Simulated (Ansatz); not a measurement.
Calculation for Sb (diamond type): DFT, PBE, all-electron PAW with datasets made for the crystal, scalar-relativistic (Ansatz 0.2.0). This run: the series' base cell.

The cell comes from a relaxation on PAW files under the same functional, begun from a prototype that needn't be the stable phase.

Command: `ansatz run input.yaml --threads 1 --pin off --max-ram 2048MiB --backend cpu --events-out ev --progress --plain --runs-dir out` It took 8.7 s on 1 thread of Arm Neoverse V1 (shared host), peak memory 0.37 GiB.

```yaml
crystal:
  lattice:
    - [0.0, 3.4940310074, 3.4940310074]
    - [3.4940310074, 0.0, 3.4940310074]
    - [3.4940310074, 3.4940310074, 0.0]
  atoms:
    - { symbol: Sb, position: [-0.125, -0.125, -0.125] }
    - { symbol: Sb, position: [0.125, 0.125, 0.125] }
kpoints:
  mp_grid: { grid: [10, 10, 10] }
scf:
  occupations: { method: fermi_dirac, width: 0.08 }
hamiltonian:
  xc: pbe
  pseudopotentials: { kind: all_electron, datasets: crystal }
output:
  forces: true
  stress: true
  eigenvalues: true
```

Output:

```
hamiltonian.pseudopotentials.datasets: crystal makes datasets for this crystal and solves the spheres of its atoms anew in each pass: cutoff 120.0 eV, the density's 720.0 eV; for an error of 0.50 meV an atom under PBE, 1.0 meV for the cell; an energy difference from a run of another recipe may be off by several times the error for the cell, under r2SCAN by more, where some 0.1 meV an atom stays at smaller errors; Sb in spheres of 1.376 Å, 5 of its electrons in bands, 10 on its site; only band paths and densities of states list, in semicore columns, the levels of the semicore shells that are solved separately: 4d of Sb
Engine: ansatz 0.2.0
Pseudopotentials: kind: all_electron
Pseudopotential: Sb, paw, valence charge 15, recommended cutoff 120 eV (normal), crystal/all_electron/pbe/scalar/gaussian/Sb, Koelling and Harmon's equation, gaussian nucleus
Functional definition: PBE
  parameter kappa = 0.804
  parameter beta = 0.06672455060314922
  exchange = pbe_x(kappa = kappa, mu = beta*pi^2/3)
  correlation = pbe_c(beta = beta)
Crystal: 2 atoms, lattice volume = 85.312 Å³
Basis set: ecut = 120 eV, 259 PW (Γ), exchange–correlation on 48×48×48 points (8 copies of the dense FFT grid, shifted against one another)
Bands: 9, of which v1, the nominal top of the filled ones, is band 5 counted from 1 (4 counted from 0)
Symmetry: 48 space group operations
Space group: Fd-3m (ITA 227), of the structure as read, at distance tolerance 4.4e-5 Å
k-points: 47 of 1000
Non-local potential: Sb, projectors of the file, l = 0: 1, l = 1: 2
PAW form: soft (Blöchl's): semilocal exchange-correlation on the pseudo side does not see the compensation charge
PAW one-centre angular grid: Sb, 110 points (default); XC on its mesh's 1863 points in the sphere
Initial density: superposition of atomic densities (neutral atoms: chi_scale 0, normalization atom)
Initial wavefunctions: pseudopotential atomic-orbital guess
Functional: x = pbe(κ = 0.804, μ = 0.2195149727645171), c = pbe(β = 0.06672455060314922)
iter 1 solved again at ethr=2.05e-3 eV; its pass at ethr=1.00e-1 eV (dr2=2.05e-1 eV) is discarded
SCF iter   1: F=—  HF=-352735.804087 eV  |F-HF|=—  |Δ(HF+E_count)|=         —  Δρ=1.20e-2  dr2=1.41e-1  ethr=2.05e-3  ⟨swp⟩=6.3  Hψ=3212  notcnv=0
preconditioner: auto → Kerker (q_TF=auto, 1.909 Å⁻¹)  [metal: Δε(μ)=0.090 eV  Ē_g=7.873 eV  σ=0.080 eV  W_gap=0.27  n_scr=14 (ndim 8)  ℏωp=12.7 eV  f_vac=0.000  D(μ)=1.39/eV (n_scr^D=8)]
SCF iter   2: F=—  HF=-352735.789701 eV  |F-HF|=—  |Δ(HF+E_count)|=   1.44e-2  Δρ=7.50e-3  dr2=5.93e-2  ethr=1.41e-3  ⟨swp⟩=2.6  Hψ=861  notcnv=0  defer=4
iter 3 solved again at ethr=2.76e-5 eV; its pass at ethr=5.93e-4 eV (dr2=2.76e-3 eV) is discarded
SCF iter   3: F=—  HF=-352735.779172 eV  |F-HF|=—  |Δ(HF+E_count)|=   1.05e-2  Δρ=1.18e-3  dr2=2.76e-3  ethr=2.76e-5  ⟨swp⟩=2.2  Hψ=2106  notcnv=0  defer=1
SCF iter   4: F=—  HF=-352735.779498 eV  |F-HF|=—  |Δ(HF+E_count)|=   3.26e-4  Δρ=6.30e-4  dr2=9.48e-4  ethr=2.76e-5  ⟨swp⟩=2.0  Hψ=686  notcnv=0
SCF iter   5: F=—  HF=-352735.780012 eV  |F-HF|=—  |Δ(HF+E_count)|=   5.14e-4  Δρ=1.87e-4  dr2=6.55e-5  ethr=9.48e-6  ⟨swp⟩=2.7  Hψ=740  notcnv=0
SCF iter   6: F=—  HF=-352735.780100 eV  |F-HF|=—  |Δ(HF+E_count)|=   8.79e-5  Δρ=9.48e-5  dr2=1.43e-5  ethr=6.55e-7  ⟨swp⟩=3.0  Hψ=838  notcnv=0
SCF iter   7: F=—  HF=-352735.780136 eV  |F-HF|=—  |Δ(HF+E_count)|=   3.62e-5  Δρ=1.41e-5  dr2=3.69e-7  ethr=1.43e-7  ⟨swp⟩=3.3  Hψ=918  notcnv=0
SCF iter   8: F=-352735.780136 eV  HF=-352735.780136 eV  |F-HF|=5.62e-8  |Δ(HF+E_count)|=   4.03e-7  Δρ=5.99e-6  dr2=3.41e-8  ethr=3.69e-9  ⟨swp⟩=3.1  Hψ=913  notcnv=0
2 of the run's printed levels, from 13.80 eV on, may lie off, as they stand: their residual norms reach 0.010 eV (residual_norms_ev in the JSON report holds each one's)
SCF 1 converged in 8 iterations: F = -352735.780139 eV  dr2 = 3.41e-8
  Residual-converged pass: ⟨swp⟩=3.9  Hψ=963  notcnv=0  max |occ|·‖R‖ = 5.2e-6 eV (tolerance 5.3e-6 eV)  dr2=3.47e-8  dr2_onsite=9.12e-9  max |Δocc| = 1.4e-7
  greatest PAW one-centre occupation: 0.737 electrons in one spin orbital (limit 2), on the Sb atom at site 1 (counted from 0), in its partial waves of l = 0
SCF converged after 8 iterations
Free energy (F): -352735.780139 eV
Harris-Foulkes:  -352735.780139 eV  (|F-HF|=5.62e-8)
Internal energy: -352735.751182 eV  (E = F + TS)
E sigma→0 (E₀):  -352735.765660 eV
Entropy (-TS):   -0.028956 eV (-14.478 meV/atom)
Past the cutoff: the bands carry plane waves up to 1.75 times it, of which those up to 1.5 times it add -0.000367 eV an atom, each by itself; the spheres take 0.000261 eV an atom off the energy for waves past 1.75 times it
By the cutoff:   a pressure is off by up to 0.005 GPa (1.2 times the spheres' own share and the shells' term, over an atom's volume, and 0.004 GPa: a bound that held against runs at twice the plane waves)
Past the cutoffs: a stress includes 0.0007 GPa for waves and charges beyond them, in addition to the slope of what the spheres take
In the spheres:  the bands' charges fall short by 1.5e-6 e at most (sound up to 1e-3), those of shells solved beside the bands by 5.2e-7 e (sound up to 5e-4)
Fermi energy:    7.692055 eV
--- Per-component energies (eV) ---
  E_band       = 27.004888
  E_kinetic    = 104.025909
  E_local      = -3121.764770  (includes V_loc(G=0)·N_el)
  E_nonlocal   = 18.130404
  E_hartree    = 1442.720852
  E_xc         = -159.558626
  E_vxc        = -168.776959  (∫ρ·V_xc dr)
  E_paw        = -356875.286678  (= ΣΔE_a)
  E_vpaw       = -8043.541662  (= ΣTr[D̂ρ^β])
  E_ewald      = -2497.515897
  E_smearing   = -0.028956  (= −TS)
  E_closure    = 8353.497623  (closes the sum)
  Σ components = -352735.780139   (vs F -352735.780139, Δ=0.00e0)
  The terms above E_closure are by the made datasets' own strengths, without shells solved beside the bands.
--- Forces (eV/Å), atoms counted from 1 ---
  atom   1  Sb     0.00000000    -0.00000000     0.00000000
  atom   2  Sb     0.00000000    -0.00000000     0.00000000
  max |Σ_I F_I| component: 2.59e-16 eV/Å
--- Stress (GPa, compression-positive) ---
        0.012775       0.000000       0.000000
        0.000000       0.012775      -0.000000
       -0.000000       0.000000       0.012775
  P = ⅓ Tr σ = 0.0128 GPa (0.128 kbar)
  It holds what live shells' own plane waves past their cutoff add
--- Band table (eV; the first three rows and the last of 47) ---
  k-point 0: bands = ["-3.7085", "2.3348", "5.9711", "5.9711", "5.9711", "8.2537", "8.2537", "8.2537", "11.6860"]
  k-point 1: bands = ["-3.6403", "2.0501", "5.8652", "5.8652", "5.9844", "8.4081", "8.4081", "8.4302", "12.0245"]
  k-point 2: bands = ["-3.4427", "1.3809", "5.6368", "5.6368", "5.8977", "8.7472", "8.7472", "9.0439", "12.7395"]
  k-point 46: bands = ["-1.5498", "-1.5498", "4.1138", "4.1138", "8.3215", "8.3215", "10.5068", "10.5068", "13.7453"]
  guard bands above this table: 0 of the run's 9 bands, where the rule asks 2: the bands that hold charge and the lowest empty level above them stay in the table. A level can be missing at the table's top as with no guard band: raise scf.n_extra_bands
```

Next run (volume at 0.9 of the series' base cell), as changes to the input before:

```diff
   lattice:
-    - [0.0, 3.4940310074, 3.4940310074]
-    - [3.4940310074, 0.0, 3.4940310074]
-    - [3.4940310074, 3.4940310074, 0.0]
+    - [0.0, 3.3734498471, 3.3734498471]
+    - [3.3734498471, 0.0, 3.3734498471]
+    - [3.3734498471, 3.3734498471, 0.0]
   atoms:
```

Results part of the output:

```
2 of the run's printed levels, from 15.60 eV on, may lie off, as they stand: their residual norms reach 0.014 eV (residual_norms_ev in the JSON report holds each one's)
SCF 1 converged in 8 iterations: F = -352735.680066 eV  dr2 = 2.33e-8
  Residual-converged pass: ⟨swp⟩=3.9  Hψ=964  notcnv=0  max |occ|·‖R‖ = 5.1e-6 eV (tolerance 5.3e-6 eV)  dr2=2.37e-8  dr2_onsite=4.07e-9  max |Δocc| = 1.7e-7
  greatest PAW one-centre occupation: 0.738 electrons in one spin orbital (limit 2), on the Sb atom at site 1 (counted from 0), in its partial waves of l = 0
SCF converged after 8 iterations
Free energy (F): -352735.680066 eV
Harris-Foulkes:  -352735.680066 eV  (|F-HF|=2.11e-8)
Internal energy: -352735.647765 eV  (E = F + TS)
E sigma→0 (E₀):  -352735.663916 eV
Entropy (-TS):   -0.032302 eV (-16.151 meV/atom)
Past the cutoff: the bands carry plane waves up to 1.75 times it, of which those up to 1.5 times it add -0.000417 eV an atom, each by itself; the spheres take 0.000300 eV an atom off the energy for waves past 1.75 times it
By the cutoff:   a pressure is off by up to 0.006 GPa (1.2 times the spheres' own share and the shells' term, over an atom's volume, and 0.004 GPa: a bound that held against runs at twice the plane waves)
Past the cutoffs: a stress includes 0.0009 GPa for waves and charges beyond them, in addition to the slope of what the spheres take
In the spheres:  the bands' charges fall short by 1.1e-6 e at most (sound up to 1e-3), those of shells solved beside the bands by 5.1e-7 e (sound up to 5e-4)
Fermi energy:    9.086913 eV
--- Per-component energies (eV) ---
  E_band       = 38.405342
  E_kinetic    = 106.255435
  E_local      = -2976.413151  (includes V_loc(G=0)·N_el)
  E_nonlocal   = 18.457367
  E_hartree    = 1385.773921
  E_xc         = -161.242483
  E_vxc        = -170.974515  (∫ρ·V_xc dr)
  E_paw        = -356854.232040  (= ΣΔE_a)
  E_vpaw       = -8043.002547  (= ΣTr[D̂ρ^β])
  E_ewald      = -2586.787527
  E_smearing   = -0.032302  (= −TS)
  E_closure    = 8332.540713  (closes the sum)
  Σ components = -352735.680066   (vs F -352735.680066, Δ=0.00e0)
  The terms above E_closure are by the made datasets' own strengths, without shells solved beside the bands.
--- Forces (eV/Å), atoms counted from 1 ---
  atom   1  Sb     0.00000000    -0.00000000     0.00000000
  atom   2  Sb     0.00000000    -0.00000000    -0.00000000
  max |Σ_I F_I| component: 7.03e-16 eV/Å
--- Stress (GPa, compression-positive) ---
        4.088593       0.000000       0.000000
       -0.000000       4.088593      -0.000000
       -0.000000       0.000000       4.088593
  P = ⅓ Tr σ = 4.0886 GPa (40.886 kbar)
  It holds what live shells' own plane waves past their cutoff add
--- Band table (eV; the first three rows and the last of 47) ---
  k-point 0: bands = ["-2.9389", "4.2403", "7.2019", "7.2019", "7.2019", "9.5996", "9.5996", "9.5996", "13.0768"]
  k-point 1: bands = ["-2.8615", "3.8285", "7.0784", "7.0784", "7.2803", "9.7766", "9.7766", "9.8183", "13.4555"]
  k-point 2: bands = ["-2.6367", "2.9409", "6.8162", "6.8162", "7.2409", "10.1564", "10.1564", "10.5689", "14.2216"]
  k-point 46: bands = ["-0.4728", "-0.4728", "5.0616", "5.0616", "9.8606", "9.8606", "12.0075", "12.0075", "15.5414"]
  guard bands above this table: 0 of the run's 9 bands, where the rule asks 2: the bands that hold charge and the lowest empty level above them stay in the table. A level can be missing at the table's top as with no guard band: raise scf.n_extra_bands
```

Next run (volume at 0.6 of the series' base cell), as changes to the input before:

```diff
   lattice:
-    - [0.0, 3.3734498471, 3.3734498471]
-    - [3.3734498471, 0.0, 3.3734498471]
-    - [3.3734498471, 3.3734498471, 0.0]
+    - [0.0, 2.9469798852, 2.9469798852]
+    - [2.9469798852, 0.0, 2.9469798852]
+    - [2.9469798852, 2.9469798852, 0.0]
   atoms:
```

Results part of the output:

```
2 of the run's printed levels, from 24.60 eV on, may lie off, as they stand: their residual norms reach 0.024 eV (residual_norms_ev in the JSON report holds each one's)
SCF 1 converged in 7 iterations: F = -352732.701626 eV  dr2 = 3.29e-9
  Residual-converged pass: ⟨swp⟩=3.3  Hψ=819  notcnv=0  max |occ|·‖R‖ = 5.2e-6 eV (tolerance 5.3e-6 eV)  dr2=3.55e-9  dr2_onsite=9.11e-9  max |Δocc| = 1.9e-9
  greatest PAW one-centre occupation: 0.644 electrons in one spin orbital (limit 2), on the Sb atom at site 1 (counted from 0), in its partial waves of l = 0
SCF converged after 7 iterations
Free energy (F): -352732.701626 eV
Harris-Foulkes:  -352732.701626 eV  (|F-HF|=2.27e-9)
Internal energy: -352732.677820 eV  (E = F + TS)
E sigma→0 (E₀):  -352732.689723 eV
Entropy (-TS):   -0.023806 eV (-11.903 meV/atom)
Past the cutoff: the bands carry plane waves up to 1.75 times it, of which those up to 1.5 times it add -0.000112 eV an atom, each by itself; the spheres take 0.000233 eV an atom off the energy for waves past 1.75 times it
By the cutoff:   a pressure is off by up to 0.006 GPa (1.2 times the spheres' own share and the shells' term, over an atom's volume, and 0.004 GPa: a bound that held against runs at twice the plane waves)
Past the cutoffs: a stress includes 0.0023 GPa for waves and charges beyond them, in addition to the slope of what the spheres take
In the spheres:  the bands' charges fall short by 1.0e-6 e at most (sound up to 1e-3), those of shells solved beside the bands by 1.4e-7 e (sound up to 5e-4)
Fermi energy:    16.157214 eV
--- Per-component energies (eV) ---
  E_band       = 94.341406
  E_kinetic    = 110.540697
  E_local      = -8368.387602  (includes V_loc(G=0)·N_el)
  E_nonlocal   = 33.609103
  E_hartree    = 4062.114659
  E_xc         = -216.473751
  E_vxc        = -207.425950  (∫ρ·V_xc dr)
  E_paw        = -360189.894600  (= ΣΔE_a)
  E_vpaw       = -18395.995186  (= ΣTr[D̂ρ^β])
  E_ewald      = -6961.951579
  E_smearing   = -0.023806  (= −TS)
  E_closure    = 18797.765253  (closes the sum)
  Σ components = -352732.701626   (vs F -352732.701626, Δ=0.00e0)
  The terms above E_closure are by the made datasets' own strengths, without shells solved beside the bands.
--- Forces (eV/Å), atoms counted from 1 ---
  atom   1  Sb    -0.00000000     0.00000000     0.00000000
  atom   2  Sb    -0.00000000     0.00000000     0.00000000
  max |Σ_I F_I| component: 1.48e-16 eV/Å
--- Stress (GPa, compression-positive) ---
       44.776186       0.000000      -0.000000
        0.000000      44.776186      -0.000000
       -0.000000      -0.000000      44.776186
  P = ⅓ Tr σ = 44.7762 GPa (447.762 kbar)
  It holds what live shells' own plane waves past their cutoff add
--- Band table (eV; the first three rows and the last of 47) ---
  k-point 0: bands = ["0.7798", "13.5201", "13.5201", "13.5201", "13.7961", "16.1891", "16.1891", "16.1891", "19.9084"]
  k-point 1: bands = ["0.9000", "11.7483", "13.2905", "13.2905", "14.7319", "16.4870", "16.4870", "16.7895", "20.4787"]
  k-point 2: bands = ["1.2533", "9.8049", "12.8402", "12.8402", "14.6245", "17.0512", "17.0512", "18.3948", "21.3092"]
  k-point 46: bands = ["4.7007", "4.7007", "9.8417", "9.8417", "17.1339", "17.1339", "19.3860", "19.3860", "24.5501"]
  guard bands above this table: 0 of the run's 9 bands, where the rule asks 2: the bands that hold charge and the lowest empty level above them stay in the table. A level can be missing at the table's top as with no guard band: raise scf.n_extra_bands
```

Next run (volume at 0.5 of the series' base cell), as changes to the input before:

```diff
   lattice:
-    - [0.0, 2.9469798852, 2.9469798852]
-    - [2.9469798852, 0.0, 2.9469798852]
-    - [2.9469798852, 2.9469798852, 0.0]
+    - [0.0, 2.7732142483, 2.7732142483]
+    - [2.7732142483, 0.0, 2.7732142483]
+    - [2.7732142483, 2.7732142483, 0.0]
   atoms:
```

Results part of the output:

```
SCF 1 converged in 9 iterations: F = -352729.262662 eV  dr2 = 3.86e-9
  Residual-converged pass: ⟨swp⟩=3.2  Hψ=2315  notcnv=0  max |occ|·‖R‖ = 5.2e-6 eV (tolerance 5.3e-6 eV)  dr2=3.98e-9  dr2_onsite=4.49e-9  max |Δocc| = 1.7e-8
  greatest PAW one-centre occupation: 0.985 electrons in one spin orbital (limit 2), on the Sb atom at site 1 (counted from 0), in its partial waves of l = 2
SCF converged after 9 iterations
Free energy (F): -352729.262662 eV
Harris-Foulkes:  -352729.262662 eV  (|F-HF|=2.56e-9)
Internal energy: -352729.245424 eV  (E = F + TS)
E sigma→0 (E₀):  -352729.254043 eV
Entropy (-TS):   -0.017238 eV (-8.619 meV/atom)
Past the cutoff: the bands carry plane waves up to 1.75 times it, of which those up to 1.5 times it add -0.000266 eV an atom, each by itself; the spheres take 0.000488 eV an atom off the energy for waves past 1.75 times it
By the cutoff:   a pressure is off by up to 0.009 GPa (1.2 times the spheres' own share and the shells' term, over an atom's volume, and 0.004 GPa: a bound that held against runs at twice the plane waves)
Past the cutoffs: a stress includes 0.0032 GPa for waves and charges beyond them, in addition to the slope of what the spheres take
In the spheres:  the bands' charges fall short by 6.7e-7 e at most (sound up to 1e-3), those of shells solved beside the bands by 6.4e-8 e (sound up to 5e-4)
Fermi energy:    20.425694 eV
--- Per-component energies (eV) ---
  E_band       = -83.644572
  E_kinetic    = 356.947638
  E_local      = -8752.727799  (includes V_loc(G=0)·N_el)
  E_nonlocal   = 626.117045
  E_hartree    = 4135.901801
  E_xc         = -173.612043
  E_vxc        = -213.400248  (∫ρ·V_xc dr)
  E_paw        = -359175.894477  (= ΣΔE_a)
  E_vpaw       = -18024.581399  (= ΣTr[D̂ρ^β])
  E_ewald      = -7398.177504
  E_smearing   = -0.017238  (= −TS)
  E_closure    = 17652.199915  (closes the sum)
  Σ components = -352729.262662   (vs F -352729.262662, Δ=0.00e0)
  The terms above E_closure are by the made datasets' own strengths, without shells solved beside the bands.
--- Forces (eV/Å), atoms counted from 1 ---
  atom   1  Sb     0.00000000     0.00000000    -0.00000000
  atom   2  Sb     0.00000000     0.00000000    -0.00000000
  max |Σ_I F_I| component: 4.57e-17 eV/Å
--- Stress (GPa, compression-positive) ---
       90.178731      -0.000000       0.000000
        0.000000      90.178731       0.000000
       -0.000000       0.000000      90.178731
  P = ⅓ Tr σ = 90.1787 GPa (901.787 kbar)
  It holds what live shells' own plane waves past their cutoff add
--- Band table (eV; the first three rows and the last of 47) ---
  k-point 0: bands = ["-11.0205", "-11.0205", "-11.0205", "-10.8689", "-10.8689", "-10.2027", "-10.2027", "-10.2027", "-10.1484", "-10.1484", "3.0172", "17.4813", "17.4813", "17.4813", "19.4680", "20.1065", "20.1065", "20.1065", "23.9037"]
  k-point 1: bands = ["-11.0361", "-11.0361", "-11.0154", "-10.8466", "-10.8466", "-10.2275", "-10.2275", "-10.2102", "-10.1276", "-10.1276", "3.1619", "15.8109", "17.1668", "17.1668", "19.6049", "20.4909", "20.4909", "21.3049", "24.5856"]
  k-point 2: bands = ["-11.0631", "-11.0631", "-11.0016", "-10.8030", "-10.8030", "-10.2642", "-10.2642", "-10.2299", "-10.1004", "-10.1004", "3.5896", "13.5032", "16.5850", "16.5850", "19.2131", "21.1568", "21.1568", "23.2806", "25.3081"]
  k-point 46: bands = ["-11.1660", "-11.1660", "-10.7228", "-10.7228", "-10.5253", "-10.5253", "-10.4272", "-10.4272", "-9.9882", "-9.9882", "7.7899", "7.7899", "12.7662", "12.7662", "21.2444", "21.2444", "23.8301", "23.8301", "29.7921"]
  guard bands above this table: 0 of the run's 19 bands, where the rule asks 2: the bands that hold charge and the lowest empty level above them stay in the table. A level can be missing at the table's top as with no guard band: raise scf.n_extra_bands
```

Spin–orbit coupling is left out, which matters for the heavy atoms.
